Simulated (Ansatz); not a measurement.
The geometry is COD entry 2100640, unchecked; take it as a test cell. The listed cell was then made from it by scaling, straining or moving an atom.

Ni: DFT, PBE, all-electron LAPW, scalar-relativistic (Ansatz 0.2.0). What sets it apart from a plain run of this crystal: equal xy, yz and zx engineering shear strains of +1 %.

Command: `ansatz run input.yaml --threads 1 --pin off --max-ram 3072MiB --backend cpu --events-out ev --progress --plain --runs-dir out` The run took 97 s on 1 thread of Intel(R) Xeon(R) 6975P-C (Granite Rapids) (shared host), peak memory 1.4 GiB.

```yaml
crystal:
  lattice:
    - [0.0176795, 1.77678975, 1.77678975]
    - [1.77678975, 0.0176795, 1.77678975]
    - [1.77678975, 1.77678975, 0.0176795]
  atoms:
    - { symbol: Ni, position: [0.0, 0.0, 0.0], spin: 1.5 }
magnetization:
  spin_polarized: true
kpoints:
  mp_grid: { grid: [20, 20, 20] }
  band_path:
    path:
      - [0.0, 0.0, 0.0]
      - [0.5, 0.5, 0.5]
      - [0.247543133, 0.5, 0.752456867]
      - [-0.247543133, 0.247543133, 0.5]
      - [0.0, 0.0, 0.5]
      - [0.0, 0.0, 0.0]
      - [-0.3737715665, 0.0, 0.3737715665]
      - [0.0, 0.3737715665, 0.6262284335]
      - [0.0, 0.5, 0.5]
    npoints: 5
scf:
  occupations: { method: fermi_dirac, width: 0.05 }
hamiltonian:
  xc: pbe
  pseudopotentials: { kind: all_electron, lapw: { basis_error: 0.00025 } }
output:
  forces: true
  stress: true
  eigenvalues: true
```

Output (standing set-up lines are left out):

```
LAPW: plane waves up to 9.708 Å⁻¹, error target 2.5e-4 eV per atom; small_component_spin mean_spin; Ni in spheres of 1.244 Å, 18 of its electrons in bands, Dirac shells []
Crystal: 1 atoms, lattice volume = 11.051 Å³
Basis set: ecut = 359.0634301861181 eV, 169 PW (Γ), exchange–correlation at level 2
Symmetry: 12 space group operations
Space group: R-3m (ITA 166), of the structure as read, at distance tolerance 2.2e-5 Å
Magnetic group: BNS 166.97 (UNI 1327), of the structure as read, at distance tolerance 2.2e-5 Å
k-points: 781 of 8000
iter 1 solved again at ethr=9.18e-6 eV; its pass at ethr=1.00e-1 eV (dr2=1.65e-3 eV) is discarded
SCF iter   1: F=—  HF=-41382.874079 eV  |F-HF|=—  |Δ(HF+E_count)|=         —  Δρ=3.89e-2 (↑3.81e-2 ↓3.89e-2)  dr2=1.65e-3  dr2_m=1.49e-1  M=0.719 μB ∫|m|=0.776 μB  β_m=0.30  ethr=9.18e-6  ⟨swp⟩=4.0  Hψ=181512  notcnv=0
Mixer restart at iter 1: flushing history
preconditioner: auto → none  [metal: Δε(μ)=0.001 eV  Ē_g=16.549 eV  σ=0.050 eV  W_gap=0.00  n_scr=0 (ndim 8)  ℏωp=35.3 eV  f_vac=0.000  D(μ)=1.86/eV (n_scr^D=26)]
SCF iter   2: F=—  HF=-41382.872941 eV  |F-HF|=—  |Δ(HF+E_count)|=   1.14e-3  Δρ=2.85e-2 (↑2.83e-2 ↓2.85e-2)  dr2=6.54e-4  dr2_m=8.16e-2  M=0.688 μB ∫|m|=0.755 μB  β_m=0.65  ethr=9.18e-6  ⟨swp⟩=2.0  Hψ=58690  notcnv=0
SCF iter   3: F=—  HF=-41382.883749 eV  |F-HF|=—  |Δ(HF+E_count)|=   1.08e-2  Δρ=3.12e-3 (↑3.12e-3 ↓1.96e-3)  dr2=9.31e-4  dr2_m=2.04e-4  M=0.629 μB ∫|m|=0.721 μB  β_m=0.47  ethr=3.63e-6  ⟨swp⟩=3.0  Hψ=72787  notcnv=0
iter 4 solved again at ethr=9.79e-8 eV; its pass at ethr=3.63e-6 eV (dr2=1.76e-5 eV) is discarded
SCF iter   4: F=—  HF=-41382.864410 eV  |F-HF|=—  |Δ(HF+E_count)|=         —  Δρ=1.61e-3 (↑1.39e-3 ↓1.61e-3)  dr2=1.76e-5  dr2_m=2.23e-4  M=0.640 μB ∫|m|=0.732 μB  β_m=0.57  ethr=9.79e-8  ⟨swp⟩=2.1  Hψ=104284  notcnv=0
the basis was enlarged: its passes take 1.3 MiB over the memory plan, 2 of 2 planned eigensolver slots
SCF iter   5: F=—  HF=-41382.864242 eV  |F-HF|=—  |Δ(HF+E_count)|=   1.68e-4  Δρ=1.79e-4 (↑1.37e-4 ↓1.79e-4)  dr2=4.91e-7  dr2_m=2.28e-6  M=0.641 μB ∫|m|=0.734 μB  β_m=0.79  ethr=9.79e-8  ⟨swp⟩=2.0  Hψ=58403  notcnv=0
SCF iter   6: F=—  HF=-41382.864334 eV  |F-HF|=—  |Δ(HF+E_count)|=   9.24e-5  Δρ=7.47e-5 (↑7.47e-5 ↓6.97e-5)  dr2=9.33e-9  dr2_m=5.22e-7  M=0.640 μB ∫|m|=0.735 μB  β_m=0.85  ethr=2.73e-9  ⟨swp⟩=3.3  Hψ=67286  notcnv=0
SCF iter   7: F=—  HF=-41382.864335 eV  |F-HF|=—  |Δ(HF+E_count)|=   3.92e-7  Δρ=5.23e-6 (↑4.93e-6 ↓5.23e-6)  dr2=9.68e-11  dr2_m=2.56e-9  M=0.641 μB ∫|m|=0.735 μB  β_m=0.92  ethr=5.18e-11  ⟨swp⟩=3.0  Hψ=66150  notcnv=0
SCF iter   8: F=-41382.864335 eV  HF=-41382.864335 eV  |F-HF|=8.66e-10  |Δ(HF+E_count)|=   2.15e-8  Δρ=1.15e-6 (↑7.38e-7 ↓1.15e-6)  dr2=3.00e-11  dr2_m=8.24e-11  M=0.641 μB ∫|m|=0.735 μB  ethr=1.00e-12  ⟨swp⟩=3.2  Hψ=67125  notcnv=0
SCF 1 converged in 8 iterations: F = -41382.864335 eV  dr2 = 3.00e-11
NSCF: frozen V_eff on 41 k-points
SCF converged after 8 iterations
Magnetization: 0.6406 μB (9.3203 up, 8.6797 down)
Absolute magnetization: 0.7355 μB (∫|ρ↑−ρ↓|)
Spin contamination: 0.0075 ħ² per cell (⟨S²⟩ above its minimum at these occupations)
Per-site moments (μB) at R_I (Å): [(0.6669375158459161, 1.2438787680945216)]
Free energy (F): -41382.864335 eV
Harris-Foulkes:  -41382.864335 eV  (|F-HF|=8.66e-10)
Internal energy: -41382.850338 eV  (E = F + TS)
E sigma→0 (E₀):  -41382.857336 eV
Entropy (-TS):   -0.013997 eV (-13.997 meV/atom)
Fermi energy:    17.956419 eV
--- Per-component energies (eV) ---
  E_band       = -287.888397
  E_kinetic    = 42044.958939
  E_xc         = -1730.670123
  E_electrostatic = -81697.139154  (all electrons and nuclei)
  E_smearing   = -0.013997  (= −TS)
  E_closure    = 0.000000  (closes the sum)
  E_atoms      = -41375.755904  (free atoms, spherical and without spin; not in F)
  Σ components = -41382.864335   (vs F -41382.864335, Δ=0.00e0)
  Basis errors (estimates in eV, not in F): energy 5.6e-5 per atom: plane waves 4.7e-5 (2.4e-5 summed), levels above the bands 6.0e-201, relativity 4.0e-9, radial functions 8.4e-6, core shells 3.2e-10; eigenvalues (radial functions only) 7.1e-7; not estimated: angular momenta, meshes, grids; target (lapw.basis_error) 2.5e-4; muffin-tin radii Ni 1.244 Å
--- Forces (eV/Å), atoms counted from 1 ---
  atom   1  Ni     0.00000000     0.00000000     0.00000000
  max |Σ_I F_I| component: 1.64e-32 eV/Å
--- Stress (GPa, compression-positive) ---
       -2.762356      -1.263085      -1.263085
       -1.263085      -2.762356      -1.263085
       -1.263085      -1.263085      -2.762356
  P = ⅓ Tr σ = -2.7624 GPa (-27.624 kbar)
--- Band table (eV; the first three rows and the last of 1562) ---
  k-point 0 ↑: bands = ["-85.7060", "-45.9735", "-45.9735", "-45.9571", "8.9413", "15.4567", "15.5499", "15.5499", "16.6961", "16.6961", "41.2681", "44.6392", "45.3430", "45.3430"]
  k-point 1 ↑: bands = ["-85.7053", "-45.9784", "-45.9743", "-45.9581", "9.0389", "15.4713", "15.5312", "15.5736", "16.6858", "16.6858", "41.0099", "43.7533", "44.5316", "45.0523"]
  k-point 2 ↑: bands = ["-85.7030", "-45.9929", "-45.9766", "-45.9607", "9.3284", "15.4389", "15.5513", "15.6385", "16.6611", "16.6612", "39.6531", "42.4772", "43.9777", "44.4821"]
  k-point 780 ↓: bands = ["-84.8198", "-45.3320", "-45.1612", "-45.1612", "13.5391", "16.1958", "16.1958", "17.3694", "18.0954", "18.0954", "23.6786", "39.9003", "42.6000", "42.6000"]
```

Other magnetic orders may lie lower; this is the state that the run reached.
